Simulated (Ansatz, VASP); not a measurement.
# NaF (Villiaumite): VASP beside Ansatz

```
Na F
1.0
     0.00000    2.25178    2.25178
     2.25178    0.00000    2.25178
     2.25178    2.25178    0.00000
Na F
1 1
Cartesian
  0.0000 0.0000 0.0000
  2.2518 2.2518 2.2518
```

Change from the starting cell: unstrained.

Alike in both runs: task single point; functional LDA; k mesh 10 × 10 × 10; no spin polarisation.

|  | VASP | Ansatz |
| --- | --- | --- |
| version | VASP 6.6.1 | Ansatz 0.2.0 |
| potentials or method | VASP PAW LDA potentials, release 64 (Na_pv, F), cutoff 520 eV | all-electron LAPW, scalar-relativistic |
| occupations | gaussian, width 0.01 eV | fixed |

Ansatz gave:

- gap on the k mesh at the Fermi level (eV): 6.44
- pressure (GPa): 0.0

What did VASP give for the same quantities?

gap on the k mesh at the Fermi level (eV): 6.43; pressure (GPa): -0.1.

Ansatz ran all-electron here, so the differences hold the error of VASP's frozen core and of both bases.

A k mesh can miss the band edges.
